**Question: Every force is zero, so why do five functionals disagree about the pressure of GaN?**

I computed cubic GaN with five density functionals. The atoms and the cell are the same in every run, and the forces on all atoms are zero. I took that to mean that the structure was at rest, yet the pressures differ widely and even change sign.

ABINIT 10.8.3, plane-wave DFT without spin polarisation, spin–orbit coupling or dispersion correction, for cubic GaN (F-43m) at a fixed conventional cell edge of 4.507 Å. All runs use a 10 × 10 × 10 k-mesh for the two-atom cell and Fermi–Dirac smearing of 0.05 eV. Pressure is positive in compression.

```
functional                               potentials  wave cutoff  pressure (GPa)
       PBE                         JTH-PAW-PBE-v2.0   707.496 eV           5.540
   HCTH407     PseudoDojo-NC-SR-PBE-v0.4.1-standard   1142.88 eV           6.090
   LDA-VWN     PseudoDojo-NC-SR-LDA-v0.4.1-standard   1142.88 eV          -6.880
        WC  PseudoDojo-NC-SR-PBEsol-v0.4.1-standard   1142.88 eV          -0.500
  rPW86PBE     PseudoDojo-NC-SR-PBE-v0.4.1-standard   1142.88 eV          10.790
```

Which of these functionals fail here, how could I have noticed, and what causes it? May I take the one with the smallest pressure as the best description of GaN?

**Answer**

The zero forces do not tell you that the crystal is at rest. In this structure each atom sits at the centre of a regular tetrahedron of neighbours, so the pulls on it cancel by symmetry. They would cancel just as well if the whole crystal were squeezed or stretched evenly. The size of the cell is tested by the pressure alone.

With the sign convention of the table, a positive pressure means that the crystal is held in a cell smaller than the functional would choose, and a negative one that the cell is too large for it. LDA-VWN therefore wants to shrink, while PBE, HCTH407 and rPW86PBE want to expand. WC is nearly content with the cell as it is. Since the cell edge of 4.507 Å is close to the measured one, roughly 4.5 Å as I recall it, these pressures are a fair guide to the error of each functional in the bond length.

A pressure becomes easier to judge when it is turned into a length. The bulk modulus $B$ is the pressure needed per relative change of volume, so a crystal released from a small pressure $P$ changes its volume by about $P/B$. The volume goes as the cube of the cell edge $a$, which gives

$$\frac{\Delta a}{a}\approx\frac{P}{3B}.$$

For GaN I take $B\approx 200$ GPa, a rough recalled value. PBE then gives $5.54/(3\times 200)\approx 0.009$, or an edge about 0.9% too long: 4.55 Å in place of 4.507 Å. The printed output after this answer has the same estimate for every row.

On this scale LDA-VWN would contract by about 1.1% and rPW86PBE would expand by about 1.8%. So a pressure that looks alarming to an engineer means a modest error in length, because the crystal is stiff. In a softer crystal the same error in length would show up as a smaller pressure. No cell was relaxed here, so the estimate itself is untested. It is weakest for rPW86PBE, where the change is largest. A crystal softens as it expands, so the true change is expected to be larger if 200 GPa is the stiffness in the cell of the table, and smaller if it is the stiffness at the relaxed size.

**Why the functionals pull in different directions**

Two limiting cases show the cause. In a perfectly uniform electron gas the density has no gradient, and LDA is made to be right there. In separate atoms the density falls steeply from the nucleus outwards, and LDA misses a good deal of the exchange energy that such an uneven density gains. A crystal lies between these limits. LDA therefore treats the atoms worse than the crystal, makes binding look too favourable and draws the atoms too close together.

PBE, WC and rPW86PBE add an exchange energy that grows with the steepness of the density. When the crystal expands, its density becomes more uneven and moves towards that of separate atoms, so this extra gain grows. An energy that falls on expansion acts as an outward push. The correction thus raises the pressure, and it raises it more if the gain grows faster with the gradient. The gradient term in the correlation energy is expected to act the other way and to take back part of this push.

The three functionals differ in just this respect. They share the same correlation part, but at the moderate gradients that matter in solids the exchange gain rises gently in WC, more steeply in PBE and most steeply in rPW86PBE (at the smallest and at large gradients the order of steepness changes). Their pressures follow that order: −0.5, 5.5 and 10.8 GPa. The table shows the order; that exchange causes it is an argument from theory, because the runs do not give the exchange part of the pressure separately.

This also explains why one cannot simply choose the right steepness once and for all. A steep rise helps with the energies of atoms and molecules, where gradients are large, but it pushes the atoms of a solid too far apart. PBE is a compromise between the two, whereas WC was built with solids in mind. HCTH407 was adjusted to data on molecules, and its pressure of 6.1 GPa shows that such training does not secure the size of this crystal.

The rPW86PBE row needs a fairer reading. This exchange is meant to be combined with a nonlocal correlation term, which supplies additional attraction. That term is absent here, and with it the pressure is expected to be lower, so this row is no verdict on a complete method. The term need not cure the fault, though: vdW-DF2, which joins this exchange to a nonlocal correlation, is known to make many solids too large as well.

**How far the numbers can be trusted**

The runs differ in more than the functional. PBE has its own type of potential and a lower wave cutoff, and WC, HCTH407 and rPW86PBE use potentials made for a different functional; for WC, ABINIT printed a warning about this mismatch. The pressure error from these choices was not tested. I would therefore give no cause to the gap of 0.55 GPa between PBE and HCTH407, which corresponds to only about 0.1% in the cell edge. HCTH407 and rPW86PBE share potentials and cutoff, and their pressures still differ by 4.7 GPa; but those potentials were made for PBE, and the error of the mismatch need not be the same for the two.

For the same reason the sign of the WC pressure is not secure. Nor is exactly zero the right target. In the real crystal the atoms vibrate even at the lowest temperature, and this motion pushes the lattice slightly apart. A calculation with atoms at rest should thus give a small negative pressure at the measured size, of the order of 1 GPa. WC is compatible with that, and the other four functionals miss it by several GPa. This judgement needs a measured edge close to that of the table, however: by the estimate above, a shift of only 0.02 Å in the measured value would move the target by 2 to 3 GPa.

**Why the smallest pressure does not make the best functional**

The band gaps of the same runs reveal a second failure, which the pressure hides. The measured gap of cubic GaN is roughly 3.3 eV, again a recalled value. WC, the best of the five for the pressure, has the smallest gap, 1.69 eV, although PBE, with other potentials, lies only 0.02 eV higher and four of the five gaps fall within 0.08 eV of each other. Even the largest, 2.16 eV from HCTH407, is more than 1 eV short.

The two errors do not move together. LDA-VWN and rPW86PBE stand at opposite ends of the pressure scale, 17.7 GPa apart, yet their gaps differ by only about 0.01 eV. Since all the runs use the same cell, and that cell is close to the measured one, a wrong bond length cannot be the main reason for the small gaps.

A main reason is expected to lie in what each quantity asks of the functional. The pressure depends on how the total energy of a fixed number of electrons changes with volume, and a better gradient term can repair that. The gap compares the cost of removing an electron with the energy gained by adding one. In exact theory the potential felt by the electrons jumps when the first electron is added above the filled bands, and this jump is part of the gap. All five functionals take their energy from the local density or from the density and its gradient, and the potential that follows from it has no such jump. The differences in the gradient term among these functionals do not create one. They can still reshape the potential and shift the bands: the HCTH407 gap is about 0.4 to 0.5 eV wider than the other four, for a reason these runs do not isolate.

The filled Ga 3d levels are expected to add to the error. In the WC and HCTH407 runs they lie roughly 13 to 14 eV below the top of the valence band, some 3 to 4 eV higher than measured, as I recall. The closer they lie, the more they push the N 2p states at the top of that band upwards, which narrows the gap further. The size of this effect was not computed. The d levels at the zone centre are split by only about 0.3 eV in these two runs, so it is expected to be a small part of the shortfall.

So WC is a sensible choice among these five for the size of the GaN cell, but not for its gap. Had you relaxed the cell in each run, all the pressures would have come out near zero and the first failure would have moved into the cell edges, where only a comparison with the measured edge reveals it. The short gap would need its own check in either case.

Printed output of the fit:

```
Pressure and rough preferred edge with one bulk modulus of 200 GPa:
       row  pressure GPa  change of edge percent  preferred edge angstrom  gap eV  gap in percent of rough 3.3 eV
       PBE          5.54                  0.9233                    4.549   1.712                           51.89
   HCTH407          6.09                   1.015                    4.553   2.161                           65.49
   LDA-VWN         -6.88                  -1.147                    4.455   1.771                           53.68
        WC          -0.5                -0.08333                    4.503   1.694                           51.33
  rPW86PBE         10.79                   1.798                    4.588   1.758                           53.28
Number of functionals that want a larger cell: 3
Pressure, WC less LDA-VWN, GPa: 6.38
Pressure, PBE less WC, GPa: 6.04
Pressure, rPW86PBE less PBE, GPa: 5.25
Pressure, HCTH407 less PBE (different potentials and cutoff), GPa: 0.55
Pressure, rPW86PBE less HCTH407 (same potentials and cutoff), GPa: 4.7
Whole span of pressure, rPW86PBE less LDA-VWN, GPa: 17.67
Span of rough preferred edges, angstrom: 0.1327
Pressure that matches a change of edge by 0.1 percent, GPa: 0.6
Gap, rPW86PBE less LDA-VWN, eV: -0.01325
Smallest shortfall of a gap against rough 3.3 eV, eV: 1.139
Largest shortfall of a gap against rough 3.3 eV, eV: 1.606
```
